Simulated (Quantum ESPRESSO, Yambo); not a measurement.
# NaCl (Fm-3m): changed settings of a GW run in Yambo

Aim: change inputs of a GW run on NaCl (Fm-3m) and see what moves.

Method: PBE and many-body steps on it, plane waves, in Yambo 5.3.0.

The database entry behind the starting cell differs from later determinations by our own check (an axis about 0.4 % short against later determinations), so it need not match the best structure at ambient conditions.

## 1. The structure

It takes space group Fm-3m (No. 225, cubic). The conventional cell has a = 5.620 Å, b = 5.620 Å, c = 5.620 Å, α = 90.00°, β = 90.00°, γ = 90.00°. Na has 6 Cl at 2.81 Å nearest. Nearest to Cl lie 6 Na at 2.81 Å. Farther neighbours and most contacts between anions are not listed.

As a file:

```xyz
2
Lattice="0.0000 2.8100 2.8100 2.8100 0.0000 2.8100 2.8100 2.8100 0.0000" Properties=species:S:1:pos:R:3 pbc="T T T"
Na    0.0000    0.0000    0.0000
Cl    2.8100    2.8100    2.8100
```

The cell and positions come from the Crystallography Open Database and are kept as given unless a step says otherwise.

## 2. Base

This step: Yambo 5.3.0; G0W0 on PBE, plane waves, norm-conserving pseudopotentials.

G0W0 replaces the xc potential by the self-energy, built once from these orbitals. Only a window of levels is corrected, while the sums run over the empty bands that the input names.

Contents of gw2.in:

```
HF_and_locXC
gw0
dyson
ppa
em1d
rim_cut
RandQpts= 1000000
RandGvec= 1 RL
EXXRLvcs= 76 Ry
VXCRLvcs= 304 Ry
Chimod= "HARTREE"
% BndsRnXp
 1 | 221 |
%
NGsBlkXp= 17 Ry
% LongDrXp
 1 | 1 | 1 |
%
% GbndRnge
 1 | 221 |
%
DysSolver= "n"
ExtendOut
PPAPntXp= 27.21138 eV
% QPkrange
 1 | 1 | 7 | 10 |
%
```

The run is started by

```sh
$ OMP_NUM_THREADS=1 mpirun -n 4 yambo -F gw2.in -J gw2 -C gw2 > gw2.log
```

The log of the run:

```text
 Yambo, version 5.3.0

 [02] CORE Variables Setup
 =========================

  [... cell, symmetries and grids as in the set-up ...]

  [02.05] Energies & Occupations
  ==============================

  [X] === General ===
  [X] Electronic Temperature                        :  0.000000  0.000000 [eV K]
  [X] Bosonic    Temperature                        :  0.000000  0.000000 [eV K]
  [X] Finite Temperature mode                       : no
  [X] El. density                                   :  0.36055E+24 [cm-3]
  [X] Fermi Level                                   :  1.141321 [eV]

  [X] === Gaps and Widths ===
  [X] Conduction Band Min                           :  5.149762 [eV]
  [X] Valence Band Max                              :  0.000000 [eV]
  [X] Filled Bands                                  :   8
  [X] Empty Bands                                   :     9   531
  [X] Direct Gap                                    :  5.149762 [eV]
  [X] Direct Gap localized at k                     :  1
  [X] Indirect Gap                                  :  5.149762 [eV]
  [X] Indirect Gap between kpts                     :  1  1
  [X] Last valence band width                       :  0.763888 [eV]
  [X] 1st conduction band width                     :  3.695208 [eV]

 [03] Transferred momenta grid and indexing
 ==========================================

 IBZ Q-points                                      :   8
 BZ  Q-points                                      :   64

 K/Q-points units:
 rlu = crystal or reduced units; cc = cartesian coordinates; iku = interal k-units

 Q [1]          [rlu]:  0.000000  0.000000  0.000000
 Q [2]          [rlu]:  0.30764E-17  0.30764E-17  0.25000
 Q [3]          [rlu]: -0.61529E-17 -0.61529E-17 -0.50000
 Q [4]          [rlu]:  0.15802E-17  0.25000      0.25000
 Q [5]          [rlu]: -0.19398E-16  0.25000      0.50000
 Q [6]          [rlu]: -0.61529E-17  0.25000     -0.25000
 Q [7]          [rlu]: -0.31603E-17 -0.50000     -0.50000
 Q [8]          [rlu]:  0.250000 -0.500000 -0.250000

 [04] Coloumb potential Random Integration (RIM)
 ===============================================

  [04.01] RIM initialization
  ==========================

  * Diagonal components only detected *

  8 x (sBL volume)        :  0.103539 [a.u.]
  sBZ random points       :  1000000
  Points outside the sBZ  :   7968281
  RL volume               :  0.828312 [a.u.]
  Integrated volume       :  0.831609 [a.u.]

  [04.02] RIM integrals
  =====================

  Gamma point sphere radius             :  0.085176 [a.u.]
  Points outside the sphere             :   800476
  [Int_sBZ(q=0) 1/q^2]*(Vol_sBZ)^(-1/3) =:  7.776341
                                 should be <:  7.795600

  Summary of Coulomb integrals for non-metallic bands |Q|[au] RIM/Bare

  Q [1] 0.100000E-4 0.997530 * Q [2] 0.256180 1.067779
  Q [4] 0.295811 1.067204 * Q [6] 0.418340 1.030488
  Q [5] 0.490547 1.022568 * Q [3] 0.512360 1.021209
  Q [7] 0.591623 1.017560 * Q [8] 0.661454 1.014308

 [WARNING] [Xp] User bands 1-221 break level degeneracy

 [05] Dipoles
 ============

  [05.01] Setup: observables and procedures
  =========================================

 [06] Dynamic Dielectric Matrix (PPA)
 ====================================

 [WR./gw2//ndb.pp]---------------------------------------------------------------
  Brillouin Zone Q/K grids (IBZ/BZ)                :    8   64    8   64
  RL vectors                                       :   4111 [WF]
  Coulomb cutoff potential                         : none
  Electronic Temperature                           :  0.000000 [K]
  Bosonic    Temperature                           :  0.000000 [K]
  PPA    diel. fun.  energies                      : Perdew, Burke & Ernzerhof(X)+Perdew, Burke & Ernzerhof(C)
  wavefunctions                                    : Perdew, Burke & Ernzerhof(X)+Perdew, Burke & Ernzerhof(C)
  Global Gauge                                     : length
  X matrix size                                    :   387
  X band range                                     :    1  221
  X e/h energy range                               : -1.000000 -1.000000 [eV]
  X Time ordering                                  : R
  X Hxc Kernel                                     : HARTREE
  X Drude frequency                                :  0.000000  0.000000
  X poles                                          :  100.0000 [o/o]
  RL vectors in the sum                            :   4111
  [r,Vnl] included                                 : yes
  Field direction                                  :  0.577350E-5  0.577350E-5  0.577350E-5
  BZ energy Double Grid                            : no
  BZ energy DbGd points                            : 0
  BZ Q point size factor                           : -1.000000
  X Optical Averaged directions                    : none

 [07] Local Exchange-Correlation + Non-Local Fock
 ================================================

 [VXC] Plane waves :  26813
 [EXS] Plane waves :   3479

 QP @ state[ 1 ] K range:  1  1
 QP @ state[ 1 ] b range:   7  10

 [xc] Functional : Perdew, Burke & Ernzerhof(X)+Perdew, Burke & Ernzerhof(C)
 [xc] LIBXC used to calculate xc functional
  PP Number of Atomic Species                      :  2
  NLCC RL compoments                               :  26813
  PP Number of Atomic Species                      :  2
  NLCC RL compoments                               :  26813

 [xc] E_xc :  -9.855421 [Ha]
      E_xc :  -19.71084 [Ry]

  Local XC kind (lXC) : Perdew, Burke & Ernzerhof(X)+Perdew, Burke & Ernzerhof(C)
  Non-Local XC kind (nlXC) : Hartree-Fock

  Corrections @ K [1] :  [eV]
 <7|nlXC|7> = -18.89297  0.19451E-17 <7|lXC|7> = -14.49345  0.18880E-15
 <8|nlXC|8> = -18.89292 -0.29963E-17 <8|lXC|8> = -14.49345  0.18881E-15
 <9|nlXC|9> = -4.202671 -0.13826E-17 <9|lXC|9> = -8.177508 -0.50537E-19
 <10|nlXC|10> = -3.620018  0.15463E-18 <10|lXC|10> = -8.376304 -0.18328E-22

 [08] Dyson equation: Newton solver
 ==================================

  [08.01] G0W0 (W PPA)
  ====================

  [  GW  ] Bands range     :    1  221
  [GW/PPA] G damping       :  0.100000 [eV]

  QP @ state[ 1 ] K range:  1  1
  QP @ state[ 1 ] b range:   7  10

   Sc/G bands                                       :    1  221
   Sc/G damping                                     :  0.100000 ev
   Sc bands terminator                              : no
   Sx RL components                                 :   3479

   QP @ state[ 1 ] K range                          :  1  1
   QP @ state[ 1 ] b range                          :   7  10
   GF energies kind                                 : Perdew, Burke & Ernzerhof(X)+Perdew, Burke & Ernzerhof(C)
   GF WF`s kind                                     : Perdew, Burke & Ernzerhof(X)+Perdew, Burke & Ernzerhof(C)
   Xs energies kind                                 : Perdew, Burke & Ernzerhof(X)+Perdew, Burke & Ernzerhof(C)
   Xs WF`s kind                                     : Perdew, Burke & Ernzerhof(X)+Perdew, Burke & Ernzerhof(C)

 [11] Game Over & Game summary
```

Run time: 2.1 min. Hardware: 4 MPI ranks of Arm Neoverse V2, shared host; peak memory 1.9 GiB; 8.5 min of CPU time.

This step gave:

```
G0W0 gap on the points computed              : 8.148 eV
starting gap on the mesh                     : 5.150 eV
k of the valence top                         : 0, 0, 0
k of the conduction bottom                   : 0, 0, 0
least direct G0W0 gap on the computed points : 8.148 eV
Z at the valence top                         : 0.8140
Z at the conduction bottom                   : 0.8673
```

The gap on the mesh goes from 5.15 eV to 8.15 eV, a correction of +3.00 eV.

## 3. Damping of G

gw6.in, as its differences from gw2.in of step 2:

```diff
@@ -27 +27,2 @@
 %
+GDamping= 1.0 eV
```

The run is started by

```sh
$ OMP_NUM_THREADS=1 mpirun -n 4 yambo -F gw6.in -J gw6,gw2_W -C gw6 > gw6.log
```

The log of the run:

```text
 Yambo, version 5.3.0

 [02] CORE Variables Setup
 =========================

  [... cell, symmetries and grids as in the set-up ...]

  [02.05] Energies & Occupations
  ==============================

  [X] === General ===
  [X] Electronic Temperature                        :  0.000000  0.000000 [eV K]
  [X] Bosonic    Temperature                        :  0.000000  0.000000 [eV K]
  [X] Finite Temperature mode                       : no
  [X] El. density                                   :  0.36055E+24 [cm-3]
  [X] Fermi Level                                   :  1.141321 [eV]

  [X] === Gaps and Widths ===
  [X] Conduction Band Min                           :  5.149762 [eV]
  [X] Valence Band Max                              :  0.000000 [eV]
  [X] Filled Bands                                  :   8
  [X] Empty Bands                                   :     9   531
  [X] Direct Gap                                    :  5.149762 [eV]
  [X] Direct Gap localized at k                     :  1
  [X] Indirect Gap                                  :  5.149762 [eV]
  [X] Indirect Gap between kpts                     :  1  1
  [X] Last valence band width                       :  0.763888 [eV]
  [X] 1st conduction band width                     :  3.695208 [eV]

 [03] Transferred momenta grid and indexing
 ==========================================

 IBZ Q-points                                      :   8
 BZ  Q-points                                      :   64

 K/Q-points units:
 rlu = crystal or reduced units; cc = cartesian coordinates; iku = interal k-units

 Q [1]          [rlu]:  0.000000  0.000000  0.000000
 Q [2]          [rlu]:  0.30764E-17  0.30764E-17  0.25000
 Q [3]          [rlu]: -0.61529E-17 -0.61529E-17 -0.50000
[...]
Q [7]          [rlu]: -0.31603E-17 -0.50000     -0.50000
 Q [8]          [rlu]:  0.250000 -0.500000 -0.250000

 [04] Coloumb potential Random Integration (RIM)
 ===============================================

 Summary of Coulomb integrals for non-metallic bands |Q|[au] RIM/Bare

 Q [1] 0.100000E-4 0.997530 * Q [2] 0.256180 1.067779
 Q [4] 0.295811 1.067204 * Q [6] 0.418340 1.030488
 Q [5] 0.490547 1.022568 * Q [3] 0.512360 1.021209
 Q [7] 0.591623 1.017560 * Q [8] 0.661454 1.014308

 [WARNING] [Xp] User bands 1-221 break level degeneracy

 [05] Dipoles
 ============

  [05.01] Setup: observables and procedures
  =========================================

 [06] Dynamic Dielectric Matrix (PPA)
 ====================================

   Sc/G bands                                       :    1  221
   Sc/G damping                                     :  1.000000 ev
   Sc bands terminator                              : no
   Sx RL components                                 :   3479

   QP @ state[ 1 ] K range                          :  1  1
   QP @ state[ 1 ] b range                          :   7  10
   GF energies kind                                 : Perdew, Burke & Ernzerhof(X)+Perdew, Burke & Ernzerhof(C)
   GF WF`s kind                                     : Perdew, Burke & Ernzerhof(X)+Perdew, Burke & Ernzerhof(C)
   Xs energies kind                                 : Perdew, Burke & Ernzerhof(X)+Perdew, Burke & Ernzerhof(C)
   Xs WF`s kind                                     : Perdew, Burke & Ernzerhof(X)+Perdew, Burke & Ernzerhof(C)

 [11] Game Over & Game summary
```

The job ended after 60 s (4 MPI ranks; peak memory 1.8 GiB).

This step gave:

| Item | Value |
| --- | --- |
| G0W0 gap on the points computed | 8.157 eV |
| starting gap on the mesh | 5.150 eV |
| k of the valence top | 0, 0, 0 |
| k of the conduction bottom | 0, 0, 0 |
| least direct G0W0 gap on the computed points | 8.157 eV |
| Z at the valence top | 0.8146 |
| Z at the conduction bottom | 0.8678 |

Against G0W0 in Yambo (4×4×4 mesh, 221 bands, screening to 231.3 eV, Godby-Needs plasmon pole), the gap moves by +0.009 eV.

(Part 1 of 2 ends here.)

[Paths, hosts, dates, memory and timing lines, banners, echoed tables and standing remarks are left out of the program output.]

[Logs are printed without paths, hosts, clocks, repeated set-up lines and the standing remarks that a program may print on its own settings, such as how far it seeks lower states.]

[Runs of the session that timed out or met a known fault of the program may be left out.]

[Hosts, paths, dates, database ids (printed as entryN), source tags and the programs' standing remarks are cut or masked in the printed files.]
